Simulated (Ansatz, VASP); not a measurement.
Two plane-wave programs on MgO

```
Mg O
1.0
     2.87664    0.00000    0.00000
     0.00000    2.87664    0.00000
     0.00000    0.00000    4.39754
Mg O
2 2
Direct
  0.00000 0.00000 0.00000
  0.50000 0.50000 0.50000
  0.50000 0.50000 0.00000
  0.00000 0.00000 0.50000
```

Alike in both runs: task single point; functional HSE06; k mesh 6 × 6 × 4; no spin polarisation.

|  | VASP | Ansatz |
| --- | --- | --- |
| version | VASP 6.6.1 | Ansatz 0.2.0 |
| potentials or method | VASP PAW PBE potentials, release 64 (Mg, O) | scalar-relativistic, plane waves, PAW |
| plane-wave cutoff (eV) | 520 | 420 |
| occupations | gaussian, width 0.01 eV | fixed |
| valence electrons in the cell | 16 | 32 |

```tsv
	VASP	Ansatz	Ansatz less VASP
gap on the k mesh at the Fermi level (eV)	6.56	6.60	+0.045
least direct gap on the mesh (eV)	6.56	6.60	+0.045
pressure (GPa)	5.2	5.4	+0.21
largest component of the traceless stress (GPa)	11.00	10.82	-0.180
```

The two sets of potentials don't hold the same shells in valence. Ansatz warned: «stress_exchange_threshold_loose».

Caveats: the PAW data sets were made with another functional, which shifts forces and pressure a little (VASP).
